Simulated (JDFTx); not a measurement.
# Ni (Fm-3m) in JDFTx: a series of runs

One crystal, Ni, is run at these levels: PBEsol; tasks: equation of state.

Everything below comes from runs of JDFTx 1.7.0 (patched build). Logs are shortened: lines on timing, memory, paths and dates and some standing lists are left out, and cuts for length are marked. The log counts tension as positive stress, the text compression.

## Step 1: The structure

Symmetry: Fm-3m, No. 225, cubic system. The conventional cell has a = 3.475 Å, b = 3.475 Å, c = 3.475 Å, α = 90.00°, β = 90.00°, γ = 90.00°. Ni (site symmetry m-3m) has 12 Ni at 2.46 Å as nearest neighbours.

## Step 2: Equation of state, PBEsol, collinear spin, ferromagnetic start, 9.86 Å³/atom (volume scaled by 0.94)

Input file Ni.in:

```
lattice Face-Centered Cubic 6.4330143964
coords-type Lattice
ion Ni     0.0000000000     0.0000000000     0.0000000000 1

ion-species pseudo/Ni.upf
elec-cutoff 49
elec-ex-corr gga-PBEsol
kpoint-folding 13 13 13
elec-smearing Fermi 0.0018374661
elec-n-bands 15
spintype z-spin
initial-magnetic-moments Ni 1
elec-initial-magnetization 1 no
electronic-SCF nIterations 100 energyDiffThreshold 1e-09
electronic-minimize nIterations 30 energyDiffThreshold 1e-7
forces-output-coords Cartesian

dump-name run.$VAR
dump End Ecomponents EigStats BandEigs Kpoints Forces Stress
```

Potentials or basis: PseudoDojo-SR-PBEsol-0.4.1-standard.

The run is started by

```sh
$ jdftx -c 1 -i Ni.in -o Ni.out
```

The program printed:

```text
*************** JDFTx 1.7.0 (patched build) ***************

Input parsed successfully to the following command list (including defaults):
[... the input with its defaults ...]

---------- Setting up symmetries ----------

Found 48 point-group symmetries of the bravais lattice
Found 48 space-group symmetries with basis
Applied RMS atom displacement 0 bohrs to make symmetries exact.

---------- Initializing the Grid ----------
R =
[            0      3.21651      3.21651  ]
[      3.21651            0      3.21651  ]
[      3.21651      3.21651            0  ]
unit cell volume = 66.5554
G =
[  -0.976709   0.976709   0.976709  ]
[   0.976709  -0.976709   0.976709  ]
[   0.976709   0.976709  -0.976709  ]
Minimum fftbox size, Smin = [  32  32  32  ]
Chosen fftbox size, S = [  32  32  32  ]

---------- Exchange Correlation functional ----------
Initalized PBEsol GGA exchange.
Initalized PBEsol GGA correlation.

---------- Setting up pseudopotentials ----------
Width of ionic core gaussian charges (only for fluid interactions / plotting) set to 0

Reading pseudopotential file 'pseudo/Ni.upf':
  'Ni' pseudopotential, 'PBESOL' functional
  Generated using ONCVPSP code by D. R. Hamann
  18 valence electrons, 4 orbitals, 6 projectors, 1001 radial grid points, with lMax = 2
    3S    l: 0   occupation:  2.0   eigenvalue: -4.070998
    3P    l: 1   occupation:  6.0   eigenvalue: -2.618562
    3D    l: 2   occupation:  8.0   eigenvalue: -0.327098
    4S    l: 0   occupation:  2.0   eigenvalue: -0.208097
  Core radius for overlap checks: 1.60 bohrs.

Initialized 1 species with 1 total atoms.

Folded 1 k-points by 13x13x13 to 2197 k-points.

---------- Setting up k-points, bands, fillings ----------
Reduced to 84 k-points under symmetry.
Computing the number of bands and number of electrons
Calculating initial fillings.
nElectrons:  18.000000   nBands: 15   nStates: 168

----- Setting up reduced wavefunction bases (one per k-point) -----
average nbasis = 1090.243 , ideal nbasis = 1090.364

---------- Setting up ewald sum ----------
Optimum gaussian width for ewald sums = 1.639784 bohr.
Real space sum over 2197 unit cells with max indices [  6  6  6  ]
Reciprocal space sum over 2197 terms with max indices [  6  6  6  ]

---------- Allocating electronic variables ----------
Initializing wave functions:  linear combination of atomic orbitals
Note: number of bands (15) exceeds available atomic orbitals (10)
Ni (M=1) pseudo-atom majority spin occupations:   s ( 1 0.5 )  p ( 3 )  d ( 5 )
Ni (M=1) pseudo-atom minority spin occupations:   s ( 1 0 )  p ( 3 )  d ( 4.5 )
	FillingsUpdate:  mu: +1.512807618  nElectrons: 18.000000  magneticMoment: [ Abs: 0.01643  Tot: +0.00000 ]
LCAOMinimize: Iter:   0  F: -162.5521149592721883  |grad|_K:  7.296e-03  alpha:  1.000e+00
	FillingsUpdate:  mu: +1.351393874  nElectrons: 18.000000  magneticMoment: [ Abs: 0.08322  Tot: +0.05411 ]
LCAOMinimize: Iter:   1  F: -163.1913546214317421  |grad|_K:  9.212e-03  alpha:  2.290e-01  linmin: -1.328e-01  cgtest:  5.192e-01
	FillingsUpdate:  mu: +0.672688229  nElectrons: 18.000000  magneticMoment: [ Abs: 0.63140  Tot: +0.60958 ]
[... 17 lines of inner loops ...]
LCAOMinimize: Iter:   8  F: -164.0725845212174079  |grad|_K:  4.225e-07  alpha:  6.527e-01  linmin:  4.243e-05  cgtest: -1.422e-04
	FillingsUpdate:  mu: +0.772372697  nElectrons: 18.000000  magneticMoment: [ Abs: 0.69388  Tot: +0.62834 ]
LCAOMinimize: Iter:   9  F: -164.0725845229620177  |grad|_K:  2.655e-08  alpha:  5.172e-01  linmin:  8.177e-04  cgtest: -1.510e-02
LCAOMinimize: Converged (|Delta F|<1.000000e-06 for 2 iters).

-------- Electronic minimization -----------
Will mix electronic density at each iteration.
	FillingsUpdate:  mu: +0.772372697  nElectrons: 18.000000  magneticMoment: [ Abs: 0.69388  Tot: +0.62834 ]
	FillingsUpdate:  mu: +0.771891567  nElectrons: 18.000000  magneticMoment: [ Abs: 0.69388  Tot: +0.62834 ]
SCF: Cycle:  0   F: -164.079783402677805   dF: -7.199e-03   |Residual|: 4.562e-02   |deigs|: 3.380e-01
	FillingsUpdate:  mu: +0.760320388  nElectrons: 18.000000  magneticMoment: [ Abs: 0.70275  Tot: +0.63096 ]
SCF: Cycle:  1   F: -164.080670578470404   dF: -8.872e-04   |Residual|: 1.623e-02   |deigs|: 1.124e-02
	FillingsUpdate:  mu: +0.764800493  nElectrons: 18.000000  magneticMoment: [ Abs: 0.69712  Tot: +0.62297 ]
SCF: Cycle:  2   F: -164.080921396186511   dF: -2.508e-04   |Residual|: 7.186e-03   |deigs|: 3.934e-03
	FillingsUpdate:  mu: +0.764761474  nElectrons: 18.000000  magneticMoment: [ Abs: 0.70078  Tot: +0.62725 ]
SCF: Cycle:  3   F: -164.080926181793245   dF: -4.786e-06   |Residual|: 9.824e-04   |deigs|: 3.622e-04
	FillingsUpdate:  mu: +0.764713505  nElectrons: 18.000000  magneticMoment: [ Abs: 0.70030  Tot: +0.62568 ]
SCF: Cycle:  4   F: -164.080926300587635   dF: -1.188e-07   |Residual|: 4.776e-04   |deigs|: 3.363e-05
	FillingsUpdate:  mu: +0.764727454  nElectrons: 18.000000  magneticMoment: [ Abs: 0.70022  Tot: +0.62584 ]
SCF: Cycle:  5   F: -164.080926315303685   dF: -1.472e-08   |Residual|: 1.245e-04   |deigs|: 2.216e-05
	FillingsUpdate:  mu: +0.764729554  nElectrons: 18.000000  magneticMoment: [ Abs: 0.70035  Tot: +0.62598 ]
SCF: Cycle:  6   F: -164.080926318216058   dF: -2.912e-09   |Residual|: 3.415e-05   |deigs|: 1.147e-05
	FillingsUpdate:  mu: +0.764730658  nElectrons: 18.000000  magneticMoment: [ Abs: 0.70040  Tot: +0.62600 ]
SCF: Cycle:  7   F: -164.080926318892978   dF: -6.769e-10   |Residual|: 1.557e-05   |deigs|: 1.043e-05
	FillingsUpdate:  mu: +0.764732115  nElectrons: 18.000000  magneticMoment: [ Abs: 0.70040  Tot: +0.62601 ]
SCF: Cycle:  8   F: -164.080926319075473   dF: -1.825e-10   |Residual|: 4.227e-06   |deigs|: 1.141e-05
SCF: Converged (|Delta E|<1.000000e-09 for 2 iters).

Setting wave functions to eigenvectors of Hamiltonian

# Stress tensor in Cartesian coordinates [Eh/a0^3]:
[ -0.000458807            0            0  ]
[            0 -0.000458807            0  ]
[            0            0 -0.000458807  ]

# Ionic positions in lattice coordinates:
ion Ni   0.000000000000000   0.000000000000000   0.000000000000000 1

# Forces in Cartesian coordinates:
force Ni   0.000000000000000   0.000000000000000  -0.000000000000000 1

# Energy components:
   Eewald =     -115.4587274702960400
       EH =       44.2303731386286856
     Eloc =     -127.5379156487644252
      Enl =      -26.5101288662390751
      Exc =      -21.2550915746706757
 Exc_core =        3.5694259697596946
       KE =       78.8815766407414998
-------------------------------------
     Etot =     -164.0804878108403386
       TS =        0.0004385082351300
-------------------------------------
        F =     -164.0809263190754734

IonicMinimize: Iter:   0  F: -164.080926319075473  |grad|_K:  0.000e+00
IonicMinimize: Converged (|grad|_K<1.000000e-04).

#--- Lowdin population analysis ---
# oxidation-state Ni +0.220
# magnetic-moments Ni +0.653

Dumping 'run.eigStats' ...
	eMin: -3.039891 at state 0 ( [ +0.000000 +0.000000 +0.000000 ] spin 1 )
	HOMO: +0.763541 at state 147 ( [ +0.076923 +0.307692 +0.461538 ] spin -1 )
	mu  : +0.764732
	LUMO: +0.764844 at state 125 ( [ +0.000000 +0.307692 -0.384615 ] spin -1 )
	eMax: +2.127183 at state 125 ( [ +0.000000 +0.307692 -0.384615 ] spin -1 )
	HOMO-LUMO gap: +0.001303
	Optical gap  : +0.004858 at state 132 ( [ +0.000000 +0.461538 -0.461538 ] spin -1 )
Done!
```

Run time: 82 s. Hardware: 1 thread of Arm Neoverse V1, shared host; peak memory 0.13 GiB.

Results:

```
Free energy            : -4464.8695 eV
Pressure               : 13.5 GPa
Band gap on the k mesh : none (metal or under the smearing width)
Net moment             : 0.63 μB per cell
Absolute moment        : 0.70 μB per cell
Site moments           : Ni +0.65 μB
```

## Step 3: Equation of state, PBEsol, collinear spin, ferromagnetic start, 10.07 Å³/atom (volume scaled by 0.96)

Ni.in: that of step 2 with these lines changed.

```diff
@@ -1,2 +1,2 @@
-lattice Face-Centered Cubic 6.4330143964
+lattice Face-Centered Cubic 6.4783188077
 coords-type Lattice
```

Potentials or basis: PseudoDojo-SR-PBEsol-0.4.1-standard.

The run is started by

```sh
$ jdftx -c 1 -i Ni.in -o Ni.out
```

Wall time 86 s (1 thread of Arm Neoverse V1, shared host); peak memory 0.14 GiB.

It converged, with:

| Property | Result |
| --- | --- |
| Free energy | -4464.8833 eV |
| Pressure | 7.6 GPa |
| Band gap on the k mesh | none (metal or under the smearing width) |
| Net moment | 0.63 μB per cell |
| Absolute moment | 0.70 μB per cell |
| Site moments | Ni +0.66 μB |

## Step 4: Equation of state, PBEsol, collinear spin, ferromagnetic start, 10.28 Å³/atom (volume scaled by 0.98)

Ni.in: that of step 3 with these lines changed.

```diff
@@ -1,2 +1,2 @@
-lattice Face-Centered Cubic 6.4783188077
+lattice Face-Centered Cubic 6.5229982801
 coords-type Lattice
```

The run is started by

```sh
$ jdftx -c 1 -i Ni.in -o Ni.out
```

Run time: 81 s. Hardware: 1 thread of Arm Neoverse V1, shared host; peak memory 0.14 GiB.

It converged, with:

```
Free energy            : -4464.8898 eV
Pressure               : 2.4 GPa
Band gap on the k mesh : none (metal or under the smearing width)
Net moment             : 0.63 μB per cell
Absolute moment        : 0.71 μB per cell
Site moments           : Ni +0.66 μB
```

## Step 5: Equation of state, PBEsol, collinear spin, ferromagnetic start, 10.49 Å³/atom

Ni.in: that of step 4 with these lines changed.

```diff
@@ -1,2 +1,2 @@
-lattice Face-Centered Cubic 6.5229982801
+lattice Face-Centered Cubic 6.5670739299
 coords-type Lattice
```

The run is started by

```sh
$ jdftx -c 1 -i Ni.in -o Ni.out
```

It took 85 s on 1 thread of Arm Neoverse V1, shared host; peak memory 0.14 GiB.

It converged, with:

* Free energy: -4464.8898 eV
* Pressure: -2.3 GPa
* Band gap on the k mesh: none (metal or under the smearing width)
* Net moment: 0.63 μB per cell
* Absolute moment: 0.71 μB per cell
* Site moments: Ni +0.66 μB

## Step 6: Equation of state, PBEsol, collinear spin, ferromagnetic start, 10.70 Å³/atom (volume scaled by 1.02)

Ni.in: that of step 5 with these lines changed.

```diff
@@ -1,2 +1,2 @@
-lattice Face-Centered Cubic 6.5670739299
+lattice Face-Centered Cubic 6.6105657533
 coords-type Lattice
```

Potentials or basis: PseudoDojo-SR-PBEsol-0.4.1-standard.

The run is started by

```sh
$ jdftx -c 1 -i Ni.in -o Ni.out
```

It took 91 s on 1 thread of Arm Neoverse V1, shared host; peak memory 0.14 GiB.

Results (log left out):

- Free energy: -4464.8841 eV
- Pressure: -6.4 GPa
- Band gap on the k mesh: none (metal or under the smearing width)
- Net moment: 0.63 μB per cell
- Absolute moment: 0.72 μB per cell
- Site moments: Ni +0.66 μB

## Step 7: Equation of state, PBEsol, collinear spin, ferromagnetic start, 10.91 Å³/atom (volume scaled by 1.04)

Ni.in: that of step 6 with these lines changed.

```diff
@@ -1,2 +1,2 @@
-lattice Face-Centered Cubic 6.6105657533
+lattice Face-Centered Cubic 6.6534927077
 coords-type Lattice
```

The run is started by

```sh
$ jdftx -c 1 -i Ni.in -o Ni.out
```

Wall time 91 s (1 thread of Arm Neoverse V1, shared host); peak memory 0.14 GiB.

The run converged. Its results:

```
Free energy            : -4464.8733 eV
Pressure               : -10.1 GPa
Band gap on the k mesh : none (metal or under the smearing width)
Net moment             : 0.63 μB per cell
Absolute moment        : 0.72 μB per cell
Site moments           : Ni +0.67 μB
```

## Step 8: Equation of state, PBEsol, collinear spin, ferromagnetic start, 11.12 Å³/atom (volume scaled by 1.06)

Ni.in: that of step 7 with these lines changed.

```diff
@@ -1,2 +1,2 @@
-lattice Face-Centered Cubic 6.6534927077
+lattice Face-Centered Cubic 6.6958727848
 coords-type Lattice
```

The run is started by

```sh
$ jdftx -c 1 -i Ni.in -o Ni.out
```

Wall time 93 s (1 thread of Arm Neoverse V1, shared host); peak memory 0.14 GiB.

The run converged. Its results:

```yaml
Free_energy: -4464.8580 eV
Pressure: -13.4 GPa
Band_gap_on_the_k_mesh: none (metal or under the smearing width)
Net_moment: 0.64 μB per cell
Absolute_moment: 0.73 μB per cell
Site_moments: Ni +0.67 μB
```

## Step 9: Equation of state, PBEsol, collinear spin, ferromagnetic start

Potentials or basis: PseudoDojo-SR-PBEsol-0.4.1-standard.

No new run: the results of the series are fitted here.

Results:

```yaml
Equilibrium_volume: 10.39 Å³/atom
Bulk_modulus: 230 GPa
Pressure_derivative_of_the_bulk_modulus: 4.9
```

Energy against volume, from the lowest point:
```tsv
volume (Å³/atom)	energy (meV/atom)
9.862	20.37
10.072	6.56
10.282	0.04
10.492	0.00
10.702	5.72
10.912	16.52
11.122	31.85
```
